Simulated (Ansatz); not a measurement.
GeO2 (rutile), frozen-phonon scan

Relaxed GeO2 (rutile):

```yaml
crystal:
  lattice:
    - [8.97500, 0.00000, 0.00000]
    - [0.00000, 4.48750, 0.00000]
    - [0.00000, 0.00000, 2.90497]
  atoms:
    - { symbol: Ge, position: [0.00000, 0.00000, 0.00000] }
    - { symbol: Ge, position: [0.50000, 0.00000, 0.00000] }
    - { symbol: Ge, position: [0.25000, 0.50000, 0.50000] }
    - { symbol: Ge, position: [0.75000, 0.50000, 0.50000] }
    - { symbol: O, position: [0.15357, 0.30714, 0.00000] }
    - { symbol: O, position: [0.65357, 0.30714, 0.00000] }
    - { symbol: O, position: [0.40357, 0.19286, 0.50000] }
    - { symbol: O, position: [0.90357, 0.19286, 0.50000] }
    - { symbol: O, position: [0.09643, 0.80714, 0.50000] }
    - { symbol: O, position: [0.59643, 0.80714, 0.50000] }
    - { symbol: O, position: [0.34643, 0.69286, 0.00000] }
    - { symbol: O, position: [0.84643, 0.69286, 0.00000] }
```

The atoms are displaced by Q × the pattern below (from a DFPT mode at X = (0.5, 0.0, 0.0), largest move 1; Q in Å), at fixed cell. It is one choice among 2 degenerate patterns. (q is in reciprocal vectors of the primitive cell; the cell shown is doubled to hold the pattern.)

| atom | x | y | z |
|---|---|---|---|
| Ge1 | 0.000 | 0.000 | 1.000 |
| Ge2 | 0.000 | 0.000 | -1.000 |
| Ge3 | 0.000 | 0.000 | -0.259 |
| Ge4 | 0.000 | 0.000 | 0.259 |
| O5 | 0.000 | 0.000 | 0.068 |
| O6 | 0.000 | 0.000 | -0.068 |
| O7 | 0.000 | 0.000 | -0.726 |
| O8 | 0.000 | 0.000 | 0.726 |
| O9 | 0.000 | 0.000 | 0.602 |
| O10 | 0.000 | 0.000 | -0.602 |
| O11 | 0.000 | 0.000 | -0.411 |
| O12 | 0.000 | 0.000 | 0.411 |

Calculation: PBE (plane waves to 420 eV, PAW, scalar-relativistic; Ansatz, a quantum-chemistry and plane-wave program). k mesh 4×8×11 (Γ-centred), Fermi-Dirac smearing 0.05 eV. E stands for the smeared free energy. Compression counts positive. GeO2 was relaxed with its symmetry unable to fall. The zero of ΔE is the undisplaced structure.

```tsv
Q (Å)	ΔE (meV/cell)	P (GPa)	−dE/dQ from forces (eV/Å)
-0.280	599	1.76	4.272
-0.233	416	1.22	3.563
-0.187	266	0.78	2.852
-0.140	150	0.44	2.139
-0.093	67	0.20	1.426
-0.047	17	0.05	0.713
0.000	0	0.00	0.000
0.047	17	0.05	-0.713
0.093	67	0.20	-1.426
0.140	150	0.44	-2.139
0.187	266	0.78	-2.852
0.233	416	1.22	-3.563
0.280	599	1.76	-4.272
```

Summary:

The energy at Q = 0.280 Å is 599 meV/cell. Space group of the distorted cell: Pc (No. 7), lowered from P4_2/mnm. Symmetry of the curve: even: the same for both signs. Shape of the curve: a single well with its minimum at or next to zero displacement. Harmonic wavenumber from the curvature (finite differences): 148 cm⁻¹. Wavenumber by perturbation theory (DFPT, on another k mesh): 148 cm⁻¹.

(A displaced cell: forces are minus the slopes of the energy, force constants its curvatures, and phonons follow from these.)
